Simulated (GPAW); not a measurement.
A calculation with GPAW 26.7.0 of WC (Qusongite) (ASE script, structure typed inline):

The input run.py:

```python
from ase import Atoms
from ase.dft.bandgap import bandgap
from ase.io import write
from ase.units import GPa
from gpaw import GPAW, PW

atoms = Atoms(['W', 'C'],
              cell=[[2.9065, 0.0, 0.0],
                    [-1.45325, 2.5171028361, 0.0],
                    [0.0, 0.0, 2.8366]],
              scaled_positions=[[0.0, 0.0, 0.0],
                                [0.6666666667, 0.3333333333, 0.5]],
              pbc=True)

calc = GPAW(mode=PW(800),
            xc='PBE',
            kpts={'size': (10, 10, 9), 'gamma': True},
            occupations={'name': 'fermi-dirac', 'width': 0.05},
            nbands=19,
            convergence={'density': 1e-05, 'energy': 1e-05},
            maxiter=150,
            txt='gpaw.txt')
atoms.calc = calc
energy = atoms.get_potential_energy()
forces = atoms.get_forces()
stress = atoms.get_stress()
calc.write('gs.gpw')
write('result.traj', atoms)
print(f'Energy: {energy:.6f} eV')
print('Forces (eV/A):')
print(forces.round(4))
print('Stress (GPa):', (stress / GPa).round(3))
print('Fermi level:', round(calc.get_fermi_level(), 4), 'eV')
print(f'Gap: {bandgap(calc)[0]:.4f} eV, direct: {bandgap(calc, direct=True)[0]:.4f} eV')
```

Potentials or basis: GPAW PAW data sets (gpaw-data 1.2.1), pw.

Command:

```bash
$ OMP_NUM_THREADS=1 python run.py
```

**Question.** Write the same calculation in another form: native input, structure from a P1 CIF.

**Answer.** As run:

File run.py:

```python
from ase.io import read
from gpaw import PW
from gpaw.dft import DFT

atoms = read('WC.cif')

dft = DFT(atoms,
          mode=PW(800),
          xc='PBE',
          kpts={'size': (10, 10, 9), 'gamma': True},
          occupations={'name': 'fermi-dirac', 'width': 0.05},
          nbands=19,
          convergence={'density': 1e-05, 'energy': 1e-05},
          maxiter=150,
          txt='gpaw.txt')
print(f'Energy: {dft.calculate_energy():.6f} eV')
print('Forces (eV/A):')
print(dft.calculate_forces().round(4))
print('Stress (eV/A^3):', dft.calculate_stress().round(6))
dft.write_gpw_file('gs.gpw')
```

WC.cif

```cif
data_WC
_cell_length_a 2.90650000
_cell_length_b 2.90650000
_cell_length_c 2.83660000
_cell_angle_alpha 90.00000000
_cell_angle_beta 90.00000000
_cell_angle_gamma 120.00000000
_space_group_name_H-M_alt 'P1'
_space_group_name_Hall 'P 1'
_space_group_IT_number 1
loop_
_space_group_symop_operation_xyz
'x,y,z'
loop_
_atom_site_label
_atom_site_type_symbol
_atom_site_symmetry_multiplicity
_atom_site_Wyckoff_symbol
_atom_site_fract_x
_atom_site_fract_y
_atom_site_fract_z
_atom_site_occupancy
W1 W 1 a 0.0000000000 0.0000000000 0.0000000000 1
C1 C 1 a 0.6666666667 0.3333333333 0.5000000000 1
```

Potentials or basis: GPAW PAW data sets (gpaw-data 1.2.1), pw.

Run with:

```sh
$ OMP_NUM_THREADS=1 python run.py
```

Both were run:

|  | ASE script, structure typed inline | native input, structure from a P1 CIF |
| --- | --- | --- |
| Pressure | 5.4 GPa | 5.4 GPa |
| Band gap on the k mesh | none (metal or under the smearing width) | none (metal or under the smearing width) |

Keys that steer only the numerical path or the files written may differ.
